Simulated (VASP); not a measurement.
# AlN (P6_3mc) in VASP: band structure with HSE06

Aim: the band structure of AlN with HSE06.

All numbers are computed with VASP 6.6.1; they aren't measurements. Logs are shortened: lines on timing, memory, paths and dates and some standing lists are left out, and cuts for length are marked.

**The experiment to reproduce.**

From “Structural and optical properties of self-assembled AlN nanowires grown on SiO2/Si substrates by molecular beam epitaxy”, 2024, arxiv:2402.00216, for a bulk crystal of AlN at 0 K: band gap 6.0343 eV (an exciton energy, a little under the gap).

How close the calculation comes is told below.

## (1) Starting point

The structure is hexagonal, space group P6_3mc (No. 186). The conventional cell has a = 3.113 Å, b = 3.113 Å, c = 4.981 Å, α = 90.00°, β = 90.00°, γ = 120.00°. Al (site symmetry 3m) is surrounded by 4 N at 1.89 to 1.90 Å. N (site symmetry 3m) has 4 Al at 1.89 to 1.90 Å as nearest neighbours.

## (2) Band structure, HSE06

Contents of POSCAR:

```
AlN                                     
1.0
    3.1130000000      0.0000000000      0.0000000000
   -1.5565000000      2.6959370800      0.0000000000
    0.0000000000      0.0000000000      4.9810000000
  Al              N             
     2     2
Direct
     0.3333333300000021    0.6666666699999979    0.9990031455237078
     0.6666666699999979    0.3333333300000021    0.4990031455237079
     0.3333333300000021    0.6666666699999979    0.3809968544762947
     0.6666666699999979    0.3333333300000021    0.8809968544762947
```

Contents of INCAR.step1:

```
ALGO     = Normal         # electronic algorithm
EDIFF    = 1E-5           # SCF threshold, eV
ENCUT    = 520            # plane-wave cutoff, eV
GGA      = PE             # functional
ISIF     = 2              # what is computed and relaxed
ISMEAR   = 0              # smearing method
KPAR     = 4            
LASPH    = T              # aspherical terms in the spheres
LCHARG   = F              # write CHGCAR
LREAL    = F              # projectors in reciprocal space
LWAVE    = T              # write WAVECAR
NBANDS   = 16             # bands
NELM     = 80             # most SCF steps
PREC     = Accurate       # precision mode
SIGMA    = 0.02           # smearing width, eV
```

Contents of INCAR.step2:

```
ALGO     = Normal         # electronic algorithm
EDIFF    = 1E-7           # SCF threshold, eV
ENCUT    = 520            # plane-wave cutoff, eV
GGA      = PE             # functional
HFSCREEN = 0.2            # screening, 1/A
ISIF     = 2              # what is computed and relaxed
ISMEAR   = 0              # smearing method
ISTART   = 1            
KPAR     = 4            
LASPH    = T              # aspherical terms in the spheres
LCHARG   = F              # write CHGCAR
LHFCALC  = T              # exact exchange
LREAL    = F              # projectors in reciprocal space
LWAVE    = F              # write WAVECAR
NBANDS   = 16             # bands
NELM     = 80             # most SCF steps
PREC     = Accurate       # precision mode
PRECFOCK = Fast         
SIGMA    = 0.02           # smearing width, eV
```

Contents of KPOINTS:

```
k-points
0
Gamma
  6 6 4
```

Contents of KPOINTS_OPT:

```
path GMKGALHA,LM,KH
12
line-mode
reciprocal
 0.0000000000  0.0000000000  0.0000000000  G
 0.5000000000  0.0000000000  0.0000000000  M

 0.5000000000  0.0000000000  0.0000000000  M
 0.3333333333  0.3333333333  0.0000000000  K

 0.3333333333  0.3333333333  0.0000000000  K
 0.0000000000  0.0000000000  0.0000000000  G

 0.0000000000  0.0000000000  0.0000000000  G
 0.0000000000  0.0000000000  0.5000000000  A

 0.0000000000  0.0000000000  0.5000000000  A
 0.5000000000  0.0000000000  0.5000000000  L

 0.5000000000  0.0000000000  0.5000000000  L
 0.3333333333  0.3333333333  0.5000000000  H

 0.3333333333  0.3333333333  0.5000000000  H
 0.0000000000  0.0000000000  0.5000000000  A

 0.5000000000  0.0000000000  0.5000000000  L
 0.5000000000  0.0000000000  0.0000000000  M

 0.3333333333  0.3333333333  0.0000000000  K
 0.3333333333  0.3333333333  0.5000000000  H
```

Potentials or basis: VASP PAW PBE potentials, release 64 (Al, N).

Started as:

```bash
> cat potpaw_PBE.64/Al/POTCAR potpaw_PBE.64/N/POTCAR > POTCAR
> cp INCAR.step1 INCAR
> mpirun -np 4 vasp_std > vasp.out
> cp INCAR.step2 INCAR
> mpirun -np 4 vasp_std > vasp.out
```

OUTCAR:

```text
EDIFF = 1E-7
   ENCUT = 520
   GGA = PE
   HFSCREEN = 0.2
   ISIF = 2
   ISMEAR = 0
   ISTART = 1
   LASPH = T
   LHFCALC = T
   LREAL = F
   NELM = 80
   PREC = Accurate
   PRECFOCK = Fast

 ion  position               nearest neighbor table
   1  0.333  0.667  0.999-   4 1.89   4 1.89   4 1.89   3 1.90   2 3.07   2 3.07   2 3.07   2 3.07
                             2 3.07   2 3.07
   2  0.667  0.333  0.499-   3 1.89   3 1.89   3 1.89   4 1.90   1 3.07   1 3.07   1 3.07   1 3.07
                             1 3.07   1 3.07
   3  0.333  0.667  0.381-   2 1.89   2 1.89   2 1.89   1 1.90
   4  0.667  0.333  0.881-   1 1.89   1 1.89   1 1.89   2 1.90

  LATTYP: Found a hexagonal cell.
 ALAT       =     3.1130000000
 C/A-ratio  =     1.6000642467

  Lattice vectors:

 A1 = (   3.1130000000,   0.0000000000,   0.0000000000)
 A2 = (  -1.5565000000,   2.6959370800,   0.0000000000)
 A3 = (   0.0000000000,   0.0000000000,   4.9810000000)

Analysis of symmetry for initial positions (statically):
=====================================================================
 Subroutine PRICEL returns:
 Original cell was already a primitive cell.

 Routine SETGRP: Setting up the symmetry group for a
 hexagonal supercell.

 Subroutine GETGRP returns: Found 12 space group operations
 (whereof  6 operations were pure point group operations)
 out of a pool of 24 trial point group operations.

The static configuration has the point symmetry C_3v.
 The point group associated with its full space group is C_6v.

Analysis of symmetry for dynamics (positions and initial velocities):
=====================================================================
 Subroutine PRICEL returns:
 Original cell was already a primitive cell.

 Routine SETGRP: Setting up the symmetry group for a
 hexagonal supercell.

 Subroutine GETGRP returns: Found 12 space group operations
 (whereof  6 operations were pure point group operations)
 out of a pool of 24 trial point group operations.

The dynamic configuration has the point symmetry C_3v.
 The point group associated with its full space group is C_6v.

 Subroutine INISYM returns: Found 12 space group operations
 (whereof  6 operations are pure point group operations),
 and found     1 'primitive' translations

----------------------------------------------------------------------------------------

                                     Primitive cell

  volume of cell :      41.8028

  direct lattice vectors                    reciprocal lattice vectors
     3.113000000  0.000000000  0.000000000     0.321233537  0.185464269  0.000000000
    -1.556500000  2.695937080  0.000000000     0.000000000  0.370928538  0.000000000
     0.000000000  0.000000000  4.981000000     0.000000000  0.000000000  0.200762899

  length of vectors
     3.113000000  3.112999998  4.981000000     0.370928538  0.370928538  0.200762899

  position of ions in fractional coordinates (direct lattice)
     0.333333330  0.666666670  0.999003146
     0.666666670  0.333333330  0.499003146
     0.333333330  0.666666670  0.380996854
     0.666666670  0.333333330  0.880996854

  ion indices of the primitive-cell ions
   primitive index   ion index
                 1           1
                 2           2
                 3           3
                 4           4

----------------------------------------------------------------------------------------

 KPOINTS: k-points

Automatic generation of k-mesh.
 Grid dimensions read from file:
 generate k-points for:    6    6    4

 Generating k-lattice:

  Cartesian coordinates                     Fractional coordinates (reciprocal lattice)
     0.053538923  0.030910712  0.000000000     0.166666667 -0.000000000  0.000000000
     0.000000000  0.061821423  0.000000000     0.000000000  0.166666667  0.000000000
     0.000000000  0.000000000  0.050190725     0.000000000  0.000000000  0.250000000

  Length of vectors
     0.061821423  0.061821423  0.050190725

  Shift w.r.t. Gamma in fractional coordinates (k-lattice)
     0.000000000  0.000000000  0.000000000

 Subroutine IBZKPT returns following result:
 ===========================================

 Found     21 irreducible k-points:

 Following reciprocal coordinates:
            Coordinates               Weight
  0.000000  0.000000  0.000000      1.000000
  0.166667  0.000000  0.000000      6.000000
  0.333333  0.000000  0.000000      6.000000
  0.500000  0.000000  0.000000      3.000000
  0.166667  0.166667  0.000000      6.000000
  0.333333  0.166667  0.000000     12.000000
[... 13 lines left out ...]
  0.333333  0.166667  0.500000     12.000000
  0.333333  0.333333  0.500000      2.000000
   k-points           NKPTS =     21   k-points in BZ     NKDIM =    144   number of bands    NBANDS=     16
   number of dos      NEDOS =    301   number of ions     NIONS =      4
   total plane-waves  NPLWV =  23040
   dimension x,y,z NGX =    24 NGY =   24 NGZ =   40
   dimension x,y,z NGXF=    48 NGYF=   48 NGZF=   80
   ions per type =               2   2
   NGX,Y,Z   is equivalent  to a cutoff of  12.82, 12.82, 13.35 a.u.
   NGXF,Y,Z  is equivalent  to a cutoff of  25.63, 25.63, 26.70 a.u.
 SYSTEM =  unknown system
   PREC   = accura    normal or accurate (medium, high low for compatibility)
   ISTART =      1    job   : 0-new  1-cont  2-samecut
   ICHARG =      0    charge: 1-file 2-atom 10-const
   ISPIN  =      1    spin polarized calculation?
   LNONCOLLINEAR =      F non collinear calculations
   LSORBIT =      F    spin-orbit coupling
   LASPH  =      T    aspherical Exc in radial PAW
   ENCUT  =  520.0 eV  38.22 Ry    6.18 a.u.   5.79  5.79  9.26*2*pi/ulx,y,z
   NELM   =     80;   NELMIN=  2; NELMDL=  0     # of ELM steps
   EDIFF  = 0.1E-06   stopping-criterion for ELM
   LREAL  =      F    real-space projection
   EDIFFG = 0.1E-05   stopping-criterion for IOM
   NSW    =      0    number of steps for IOM
   IBRION =     -1    ionic relax: 0-MD 1-quasi-New 2-CG
   NFREE  =      0    steps in history (QN), initial steepest desc. (CG)
   ISIF   =      2    stress and relaxation
   ISYM   =      3    0-nonsym 1-usesym 2-fastsym
   POTIM  = 0.5000    time-step for ionic-motion
   TEBEG  =    0.0;   TEEND  =   0.0 temperature during run
   PSTRESS=    0.0 pullay stress
   NELECT =      16.0000    total number of electrons
   NUPDOWN=      -1.0000    fix difference up-down
   EMIN   =  10.00;   EMAX   =-10.00  energy-range for DOS
   EFERMI =   0.00;   METHOD = LEGACY
   ISMEAR =     0;   SIGMA  =   0.02  broadening in eV -4-tet -1-fermi 0-gaus
   EFERMI_NEDOS =   21; number of points for ismear=-14 and -15
   IALGO  =     38    algorithm
   IMIX   =      1    mixing-type and parameters
     AMIX     =   0.40;   BMIX     =  1.00
     AMIX_MAG =   1.60;   BMIX_MAG =  1.00
  volume/ion in A,a.u.               =      10.45        70.52
  Fermi-wavevector in a.u.,A,eV,Ry     =   1.188629  2.246183 19.222843  1.412839
  Thomas-Fermi vector in A             =   2.324754
   LORBIT       =      0    0 simple, 1 ext, 2 COOP (PROOUT), +10 PAW based schemes
   GGA     = PE    functional components
   LHFCALC =     T    Hartree Fock is set to
   PRECFOCK=fast      Normal, Fast or Accurate (Low or Medium for compatibility)
   ENCUT4O =  -1.0   cutoff for four orbital integrals eV
   NKREDX  =     1    reduce k-point grid by
   NKREDY  =     1    reduce k-point grid by
   NKREDZ  =     1    reduce k-point grid by
   AEXX    =    0.2500 exact exchange contribution
   HFSCREEN=    0.2000 screening length (either q_TF or 0.3 A-1)
   HFSCREENC=   0.2000 screening length for correlation (either q_TF or 0.3 A-1)
   ENCUTFOCK=  -1.0 apply spherical cutoff to Coloumb kernel
   IVDW    =     0    specifies the selected vdW correction
   LEPSILON=     F    determine dielectric tensor
   LRPA    =     F    only Hartree local field effects (RPA)
 non-spin polarized calculation
 Gauss-broadening in eV      SIGMA  =   0.02
  energy-cutoff  :      520.00
  volume of cell :       41.80
 maximum number of plane-waves:      1152
 NGX is ok and might be reduce to    24
  NGX = 14; NGY = 14; NGZ = 24

 number of electron      15.9999997 magnetization

 Free energy of the ion-electron system (eV)
  ---------------------------------------------------
  ext. energy  EPLUGINS =         0.00000000
  ---------------------------------------------------
  free energy    TOTEN  =       -34.95935742 eV

  energy without entropy =      -34.95935742  energy(sigma->0) =      -34.95935742

 E-fermi :   5.3530     XC(G=0):  -8.9797

 val. band max:        5.2336681989   @ k =   0.0000   0.0000   0.0000
 cond. band min:      10.7938380233   @ k =   0.0000   0.0000   0.0000
 fundamental gap:      5.5601698244
 Fermi energy:         5.3529953894

 k-point     1 :       0.0000    0.0000    0.0000
  band No.  band energies     occupation
      1     -11.4772      2.00000
      2      -9.1883      2.00000
      3      -1.2776      2.00000
      4       4.2610      2.00000
      5       4.2610      2.00000
      6       4.9880      2.00000
[... 8 lines left out ...]
     15      20.1147      0.00000
     16      20.1147      0.00000

 k-point     2 :       0.1667    0.0000    0.0000
  band No.  band energies     occupation
      1     -11.1062      2.00000
      2      -8.9881      2.00000
      3      -0.8227      2.00000
      4       2.7506      2.00000
      5       3.6262      2.00000
      6       3.8348      2.00000
[... 8 lines left out ...]
     15      19.3755      0.00000
     16      19.7312      0.00000

 k-point     3 :       0.3333    0.0000    0.0000
  band No.  band energies     occupation
      1     -10.1508      2.00000
      2      -8.6344      2.00000
      3       0.3369      2.00000
      4       0.4330      2.00000
      5       1.6212      2.00000
      6       3.1881      2.00000
[... 8 lines left out ...]
     15      19.1464      0.00000
     16      21.5422      0.00000
[... 305 lines left out ...]
 k-point    20 :       0.3333    0.1667    0.5000
  band No.  band energies     occupation
      1      -9.0055      2.00000
      2      -9.0055      2.00000
      3      -0.3757      2.00000
      4      -0.3757      2.00000
      5       2.3760      2.00000
      6       2.3760      2.00000
[... 8 lines left out ...]
     15      20.5249      0.00000
     16      20.5249      0.00000

 k-point    21 :       0.3333    0.3333    0.5000
  band No.  band energies     occupation
      1      -8.7677      2.00000
      2      -8.7677      2.00000
      3      -0.0352      2.00000
      4      -0.0352      2.00000
      5       1.0513      2.00000
      6       1.0513      2.00000
[... 8 lines left out ...]
     15      20.7572      0.00000
     16      20.7572      0.00000

------------------------ aborting loop because EDIFF is reached ----------------------------------------

  FORCE on cell =-STRESS in cart. coord.  units (eV):
  Direction    XX          YY          ZZ          XY          YZ          ZX
  --------------------------------------------------------------------------------------
  -------------------------------------------------------------------------------------
  Total       -0.4905977     -0.4905977     -0.4154721      0.0000000      0.0000000      0.0000000
  in kB      -18.8031543    -18.8031543    -15.9238128      0.0000000      0.0000000      0.0000000
  external PRESSURE =     -17.8433738 kB  Pullay stress =       0.0000000 kB

 VOLUME and BASIS-vectors are now :
 -----------------------------------------------------------------------------
  energy-cutoff  :      520.00
  volume of cell :       41.80
      direct lattice vectors                 reciprocal lattice vectors
     3.113000000  0.000000000  0.000000000     0.321233537  0.185464269  0.000000000
    -1.556500000  2.695937080  0.000000000     0.000000000  0.370928538  0.000000000
     0.000000000  0.000000000  4.981000000     0.000000000  0.000000000  0.200762899

 POSITION                                       TOTAL-FORCE (eV/Angst)
 -----------------------------------------------------------------------------------
     -0.00000      1.79729      4.97603         0.000000     -0.000000      0.002602
      1.55650      0.89865      2.48553        -0.000000      0.000000      0.002602
     -0.00000      1.79729      1.89775         0.000000      0.000000     -0.002602
      1.55650      0.89865      4.38825        -0.000000     -0.000000     -0.002602
 -----------------------------------------------------------------------------------
    total drift:                                0.000004     -0.000000      0.000188

  FREE ENERGIE OF THE ION-ELECTRON SYSTEM (eV)
  ---------------------------------------------------
  free  energy   TOTEN  =       -34.9593574248 eV

  energy  without entropy=      -34.9593574248  energy(sigma->0) =      -34.95935742
```

Wall time 31 min (4 MPI ranks of AMD EPYC 7R43 (Zen 3), shared host); peak memory 0.28 GiB.

Results:

```
Free energy             : -34.9594 eV
Pressure                : -1.8 GPa
Band gap on the k mesh  : 5.56 eV, direct
Band gap along the path : 5.56 eV, direct
```

Forces in eV/Å, atoms in the order of the input:
```
Al   0.000  0.000  0.003
Al   0.000  0.000  0.003
N    0.000  0.000 -0.003
N    0.000  0.000 -0.003
```

Levels at the corners of the path, in eV from the valence-band top:
| point | band 6 | band 7 | band 8 | band 9 | band 10 | band 11 |
| --- | --- | --- | --- | --- | --- | --- |
| Γ | -0.25 | -0.25 | 0.00 | 5.56 | 8.12 | 12.48 |
| M | -2.32 | -1.90 | -0.78 | 7.18 | 7.18 | 9.72 |
| M | -2.32 | -1.90 | -0.78 | 7.18 | 7.18 | 9.72 |
| K | -2.69 | -2.60 | -2.60 | 6.36 | 9.96 | 11.36 |
| K | -2.69 | -2.60 | -2.60 | 6.36 | 9.96 | 11.36 |
| Γ | -0.25 | -0.25 | 0.00 | 5.56 | 8.12 | 12.48 |
| Γ | -0.25 | -0.25 | 0.00 | 5.56 | 8.12 | 12.48 |
| A | -0.62 | -0.62 | -0.62 | 7.94 | 7.94 | 12.01 |
| A | -0.62 | -0.62 | -0.62 | 7.94 | 7.94 | 12.01 |
| L | -1.63 | -1.49 | -1.49 | 6.66 | 6.66 | 10.79 |
| L | -1.63 | -1.49 | -1.49 | 6.66 | 6.66 | 10.79 |
| H | -4.18 | -0.89 | -0.89 | 8.92 | 8.92 | 9.32 |
| H | -4.18 | -0.89 | -0.89 | 8.92 | 8.92 | 9.32 |
| A | -0.62 | -0.62 | -0.62 | 7.94 | 7.94 | 12.01 |
| L | -1.63 | -1.49 | -1.49 | 6.66 | 6.66 | 10.79 |
| M | -2.32 | -1.90 | -0.78 | 7.18 | 7.18 | 9.72 |
| K | -2.69 | -2.60 | -2.60 | 6.36 | 9.96 | 11.36 |
| H | -4.18 | -0.89 | -0.89 | 8.92 | 8.92 | 9.32 |

Caveat: the PAW data sets were made with another functional, which shifts forces and pressure a little.

## (3) How close it comes

Step 2. A measured gap of AlN is 6.0343 eV (an exciton energy, a little under the gap; 0 K; quoted in “Structural and optical properties of self-assembled AlN nanowires grown on SiO2/Si substrates by molecular beam epitaxy”, 2024, arxiv:2402.00216); the calculated 5.56 eV misses it by -0.47 eV. 2 values of this kind are on record (6.034 to 6.0343 eV); this one was drawn at random. The value is that of HSE06, without temperature or zero-point motion.
